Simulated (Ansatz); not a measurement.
Level of theory: DFT PBE, scalar-relativistic, plane waves, PAW in Ansatz. All cells share a 420 eV cutoff and Γ-centred k meshes spaced at most about 0.3 Å⁻¹ (about 0.25 or finer for metals, 2π included). No spin polarisation.

These are static total energies at zero pressure.

Compare these two cells of MgSi2N2, each relaxed at this level.

A.

```
Mg Si N
1.0
     1.67300   -4.06315    0.00000
     1.67300    4.06315    0.00000
     0.00000    0.00000    5.42808
Mg Si N
1 2 2
Direct
  0.50000 0.50000 0.50000
  0.14993 0.85007 0.00000
  0.85007 0.14993 0.00000
  0.00000 0.00000 0.24015
  0.00000 0.00000 0.75985
```

B.

```
Mg Si N
1.0
     3.38932    0.00000    0.00000
    -1.69466    2.93524    0.00000
     0.00000    0.00000    6.97639
Mg Si N
1 2 2
Direct
  0.00000 0.00000 0.00000
  0.33333 0.66667 0.39586
  0.66667 0.33333 0.60414
  0.33333 0.66667 0.16308
  0.66667 0.33333 0.83692
```

Problem. Which would you expect to be lower, and how large is the difference?

Solution. A is lower, by 0.31 eV/atom. A has space group Cmmm (No. 65), 14.8 Å³/atom and no gap on its mesh; B has space group P-3m1 (No. 164), 13.9 Å³/atom and no gap. Counting N atoms around Mg and Si (those within 1.25 times the shortest such distance or 1.15 times the sum of covalent radii), A has Mg 4, Si 2 and B has Mg 6, Si 1. A and B both hold Si–Si nets. The lower one is the more open, so pressure narrows the difference. In A, around Mg lie 4 N at 2.19 Å; around Si lie 2 N at 1.78 Å and 3 Si at 2.33–2.44 Å; N has 2 Si at 1.78 Å and 2 Mg at 2.19 Å. In B, around Mg lie 6 N at 2.26 Å; Si is surrounded by 1 N at 1.62 Å and 3 Si at 2.44 Å; around N lie 1 Si at 1.62 Å and 3 Mg at 2.26 Å. Both come from invented guesses. Shaken at random and relaxed again, B came back.

Cells without such a test can be saddle points.
